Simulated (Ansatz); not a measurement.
# GaAs: the cost of one run

Computed with Ansatz 0.2.0 (DFT PBE, scalar-relativistic, plane waves, PAW, unless a step's input says otherwise).

2 further runs of the same task are left out: 2 that didn't finish.

### Step 1. Starting point

The structure is trigonal, space group P-3m1 (No. 164). Conventional cell: a = 3.826 Å, b = 3.826 Å, c = 19.000 Å, α = 90.00°, β = 90.00°, γ = 120.00°. Around Ga (site symmetry 3m) lie 3 As at 2.48 Å and 1 Ga at 2.59 Å. As (site symmetry 3m) is surrounded by 3 Ga at 2.48 Å.

Structure file:

```
CELL_PARAMETERS angstrom
3.82590 0.00000 0.00000
-1.91295 3.31333 0.00000
0.00000 0.00000 19.00000
ATOMIC_POSITIONS crystal
Ga 0.00000 0.00000 0.43193
Ga 0.00000 0.00000 0.56807
As 0.33333 0.66667 0.37239
As 0.66667 0.33333 0.62761
```

A structure generator made this guess: species swapped into a sheet modelled on a layer of GaS, with As on the S sites. Its size is a rough estimate.

It is a sheet, periodic along a and b, with vacuum along c; volumes and pressures of the box carry no meaning, and space groups named for it are those of the box.

### Step 2. The guess as it stands, on a coarse mesh

input.yaml reads:

```yaml
crystal:
  lattice:
    - [3.82590048, 0.0, 0.0]
    - [-1.91294971, 3.31332639, 0.0]
    - [0.0, 0.0, 19.0]
  atoms:
    - { symbol: Ga, position: [0.0, 0.0, 0.43193277] }
    - { symbol: Ga, position: [0.0, 0.0, 0.56806723] }
    - { symbol: As, position: [0.33333333, 0.66666667, 0.37239249] }
    - { symbol: As, position: [0.66666667, 0.33333333, 0.62760751] }
  periodic: [true, true, false]
basis:
  ecutwfc: 420
kpoints:
  mp_grid: { grid: [6, 6, 1] }
hamiltonian:
  xc: pbe
scf:
  occupations: { method: gaussian, width: 0.1 }
  lower_state_search: "off"
output:
  forces: true
  stress: true
  eigenvalues: true
```

The run is started by

```
$ ansatz run input.yaml --threads 1 --pin off --max-ram 2560MiB --backend cpu --events-out ev --progress --plain --runs-dir out
```

What time and memory should one allow on 1 thread of Arm Neoverse N1, shared host?

About 14 s, with a peak of 0.58 GiB.
